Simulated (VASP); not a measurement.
Wanted: the native input for a VASP 6.6.1 run.

```
Task                   : relaxation of cell and atoms
Functional             : LDA
Potentials or basis    : VASP PAW LDA potentials, release 64 (Pt)
Cutoff                 : 600 eV
k mesh                 : 16 × 16 × 16
Occupations            : methfessel-paxton, width 0.1 eV
Spin                   : no spin polarisation
Further INCAR settings : ALGO = Normal; EDIFF = 1e-07; IBRION = 2; EDIFFG = -0.005; NSW = 90; ISIF = 3
```

The structure of Pt lies in POSCAR:

```
Pt                                      
1.0
   -0.0000000000      1.9483942426      1.9483942426
    1.9483942426      0.0000000000      1.9483942426
    1.9483942426      1.9483942426      0.0000000000
  Pt            
     1
Direct
     1.0000000000000000    1.0000000000000000    0.0000000000000000
```

One way to write it, as run:

INCAR

```
ALGO = Normal
EDIFF = 1E-7
EDIFFG = -0.005
ENCUT = 600
GGA = CA
IBRION = 2
ISIF = 3
ISMEAR = 1
LASPH = True
LCHARG = False
LREAL = False
LWAVE = False
NELM = 80
NSW = 90
PREC = Accurate
SIGMA = 0.1
```

KPOINTS

```
k-points
0
Gamma
  16 16 16
```

Potentials or basis: VASP PAW LDA potentials, release 64 (Pt).

Command:

```bash
$ cat potpaw_LDA.64/Pt/POTCAR > POTCAR
$ mpirun -np 1 vasp_std > vasp.out
```

It gave:

| Quantity | Value |
| --- | --- |
| Pressure after relaxing | 0.0 GPa |
| Band gap on the k mesh | none (metal or under the smearing width) |

Caveat: the relaxation stopped at its first step, so nothing moved.

Run time: 6 s on 1 thread of Intel(R) Xeon(R) 6975P-C (Granite Rapids) (shared host), peak memory 0.15 GiB.
